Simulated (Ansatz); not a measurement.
Level of theory: Ansatz 0.2.0, DFT PBE, scalar-relativistic, plane waves, PAW. All cells share a 420 eV cutoff and Γ-centred k meshes spaced at most about 0.3 Å⁻¹ (about 0.25 or finer for metals, 2π included). No spin polarisation.

Each guess is relaxed in cell and atoms at zero pressure, on a coarse mesh first where it starts far from rest and then on a converged one. The steps can't lower the symmetry of the start, but it can rise. Energies are static (0 K, no zero-point motion).

Two unrelaxed guesses for In2GaP3:

A.

```cif
data_structure
_symmetry_space_group_name_H-M 'P-4m2'
_symmetry_Int_Tables_number 115
_cell_length_a 3.8698
_cell_length_b 3.8698
_cell_length_c 8.5413
_cell_angle_alpha 90.000
_cell_angle_beta 90.000
_cell_angle_gamma 90.000
_cell_volume 127.91
loop_
_atom_site_label
_atom_site_type_symbol
_atom_site_symmetry_multiplicity
_atom_site_Wyckoff_symbol
_atom_site_fract_x
_atom_site_fract_y
_atom_site_fract_z
_atom_site_occupancy
In1 In 2 g 0.00000 0.50000 0.73650 1
Ga1 Ga 1 a 0.00000 0.00000 0.00000 1
P1 P 1 b 0.50000 0.50000 0.00000 1
P2 P 2 g 0.00000 0.50000 0.38350 1
```

B.

```cif
data_structure
_symmetry_space_group_name_H-M 'I4/mmm'
_symmetry_Int_Tables_number 139
_cell_length_a 3.9392
_cell_length_b 3.9392
_cell_length_c 16.7125
_cell_angle_alpha 90.000
_cell_angle_beta 90.000
_cell_angle_gamma 90.000
_cell_volume 259.33
loop_
_atom_site_label
_atom_site_type_symbol
_atom_site_symmetry_multiplicity
_atom_site_Wyckoff_symbol
_atom_site_fract_x
_atom_site_fract_y
_atom_site_fract_z
_atom_site_occupancy
In1 In 4 e 0.50000 0.50000 0.33333 1
Ga1 Ga 2 b 0.50000 0.50000 0.00000 1
P1 P 2 a 0.00000 0.00000 0.00000 1
P2 P 4 e 0.50000 0.50000 0.16667 1
```

Task: Which guess leads to the lower structure, and by how much?

Result: B ends lower, by 190 meV/atom. A: P-4m2 at 21.3 Å³/atom → P-4m2 at 20.2 Å³/atom; B: I4/mmm at 21.6 Å³/atom → I4/mmm at 20.0 Å³/atom. Counting P atoms around Ga and In (those within 1.25 times the shortest such distance or 1.15 times the sum of covalent radii; a plus sign parts nearer from farther groups), the end of A has In 5, Ga 4+4 and the end of B has In 6, Ga 6. End of A. Conventional cell: a = 3.778 Å, c = 8.506 Å. Around In lie 5 P at 2.72–2.87 Å; Ga has 4 P at 2.67 Å and 4 P at 3.19 Å; P on a site of symmetry -4m2 has 4 Ga at 2.67 Å and 4 P at 3.19 Å; 1 more site not described. End of B. Conventional cell: a = 3.845 Å, c = 16.237 Å. In has 6 P at 2.71–2.80 Å; Ga is surrounded by 6 P at 2.61–2.72 Å; P on a site of symmetry 4/mmm is surrounded by 2 In at 2.71 Å and 4 Ga at 2.72 Å; 1 more site not described.

Ends held by symmetry can be saddle points. Neither end is the lowest form computed: that has In and Ga ordered on zinc blende sites, space group P3m1 (No. 156) and lies 0.30 eV/atom below the better end. Some types were kept out of the candidates beforehand, so the set may lack a known form.
